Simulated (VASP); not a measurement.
# TiO₂: forms and broadenings of the independent-particle spectrum

TiO₂, P4_2/mnm (no. 136), 6 atoms in the cell. PBE, independent-particle dielectric function; PAW potentials Ti_sv, O (PBE set).

## Input

INCAR.step1:
```
SYSTEM = TiO2
EDIFF = 1E-8
ENCUT = 460
ISMEAR = 0
KPAR = 4
LASPH = .True.
LCHARG = .False.
LEPSILON = .True.
LWAVE = .False.
PREC = Accurate
SIGMA = 0.02
```

INCAR.step2, as INCAR.step1 but for:
```
- LEPSILON = .True.
- LWAVE = .False.
+ LWAVE = .True.
+ NBANDS = 88
```

INCAR.step3:
```
SYSTEM = TiO2
ALGO = None
CSHIFT = 0.1
EDIFF = 1E-7
ENCUT = 460
ISMEAR = 0
ISTART = 1
KPAR = 4
LASPH = .True.
LCHARG = .False.
LOPTICS = .True.
LWAVE = .False.
NBANDS = 88
NEDOS = 2000
NELM = 1
PREC = Accurate
SIGMA = 0.02
```

INCAR.step4, as INCAR.step3 but for:
```
+ LNABLA = .True.
```

INCAR.step5, as INCAR.step4 but for:
```
- LNABLA = .True.
+ IPEAD = 1
+ LPEAD = .True.
```

INCAR.step6, as INCAR.step5 but for:
```
- IPEAD = 1
+ IPEAD = 2
```

INCAR.step7 changes the same tag again: IPEAD = 4.

INCAR.step8, as INCAR.step7 but for:
```
- CSHIFT = 0.1
- IPEAD = 4
- LPEAD = .True.
+ CSHIFT = 0.03
```

INCAR.step9, as INCAR.step8 but for:
```
- CSHIFT = 0.03
+ CSHIFT = 0.05
```

INCAR.step10 changes the same tag again: CSHIFT = 0.3.

INCAR.step11, as INCAR.step10 but for:
```
- CSHIFT = 0.3
- ISMEAR = 0
+ CSHIFT = 0.1
+ ISMEAR = -5
```

INCAR.step12, as INCAR.step11 but for:
```
- ISMEAR = -5
- SIGMA = 0.02
+ ISMEAR = 0
+ SIGMA = 0.2
```

INCAR.step13, as INCAR.step12 but for:
```
- SIGMA = 0.2
+ OMEGAMAX = 12
+ SIGMA = 0.02
```

INCAR.step14, as INCAR.step13 but for:
```
- OMEGAMAX = 12
+ OMEGAMAX = 60
```

KPOINTS:
```
k-points
0
Gamma
  4 4 6
```

POSCAR:
```
TiO2
1.0
    4.5998373239      0.0000000000      0.0000000000
    0.0000000000      4.5998373239      0.0000000000
    0.0000000000      0.0000000000      2.9592135600
Ti O
2 4
Direct
    0.0000000000      0.0000000000      0.5000000000
    0.5000000000      0.5000000000      0.0000000000
    0.3043213200      0.3043213200      0.5000000000
    0.1956786800      0.8043213200      0.0000000000
    0.8043213200      0.1956786800      0.0000000000
    0.6956786800      0.6956786800      0.5000000000
```

Commands (each step's output is kept before the next begins):
```
cat potpaw_PBE.64/Ti_sv/POTCAR potpaw_PBE.64/O/POTCAR > POTCAR
cp INCAR.step1 INCAR
mpirun -np 4 vasp_std > vasp.out
rm WAVECAR CHG
cp INCAR.step2 INCAR
mpirun -np 4 vasp_std > vasp.out
cp INCAR.step3 INCAR
mpirun -np 4 vasp_std > vasp.out
cp INCAR.step4 INCAR
mpirun -np 4 vasp_std > vasp.out
cp INCAR.step5 INCAR
mpirun -np 4 vasp_std > vasp.out
cp INCAR.step6 INCAR
mpirun -np 4 vasp_std > vasp.out
cp INCAR.step7 INCAR
mpirun -np 4 vasp_std > vasp.out
cp INCAR.step8 INCAR
mpirun -np 4 vasp_std > vasp.out
cp INCAR.step9 INCAR
mpirun -np 4 vasp_std > vasp.out
cp INCAR.step10 INCAR
mpirun -np 4 vasp_std > vasp.out
cp INCAR.step11 INCAR
mpirun -np 4 vasp_std > vasp.out
cp INCAR.step12 INCAR
mpirun -np 4 vasp_std > vasp.out
cp INCAR.step13 INCAR
mpirun -np 4 vasp_std > vasp.out
cp INCAR.step14 INCAR
mpirun -np 4 vasp_std > vasp.out
```

## Result

- Direct gap on the mesh (eV): 1.84
- Gap on the mesh (eV): 1.84
- Bands: 88

One ground state, settings moved in the last step alone:

| Settings | ε at zero frequency | Mean energy of the absorption, weighted by Im ε (eV) | Time (s) |
|---|---|---|---|
| longitudinal form, CSHIFT 0.1 | 8.13 | 7.70 | 4 |
| transversal form (LNABLA) | 6.93 | 8.00 | 4 |
| finite differences (LPEAD), order 1 | 7.37 | 7.97 | 5 |
| finite differences (LPEAD), order 2 | 7.88 | 7.81 | 7 |
| finite differences (LPEAD), order 4 | 8.00 | 7.75 | 10 |
| CSHIFT 0.03 | 8.13 | 7.66 | 4 |
| CSHIFT 0.05 | 8.13 | 7.66 | 4 |
| CSHIFT 0.3 | 8.10 | 7.78 | 4 |
| tetrahedron method | 7.92 | 7.79 | 5 |
| SIGMA 0.2 | 8.13 | 7.70 | 5 |
| OMEGAMAX 12, which cuts the spectrum short | 7.26 | – | 4 |
| OMEGAMAX 60 | 8.12 | 7.70 | 4 |

The mean energy covers the spectrum up to 20 eV.

On the same mesh, density-functional perturbation theory with local fields gives ε = 7.98.

Limits: The 4×4×6 mesh is coarse for a spectrum: peaks stand apart that a denser mesh merges, and ε at zero frequency can be far too high.

VASP 6.6.1 took 271 s on 4 cores (Intel Xeon Platinum 8259CL @ 2.50GHz (Skylake/Cascade Lake)), a shared host.
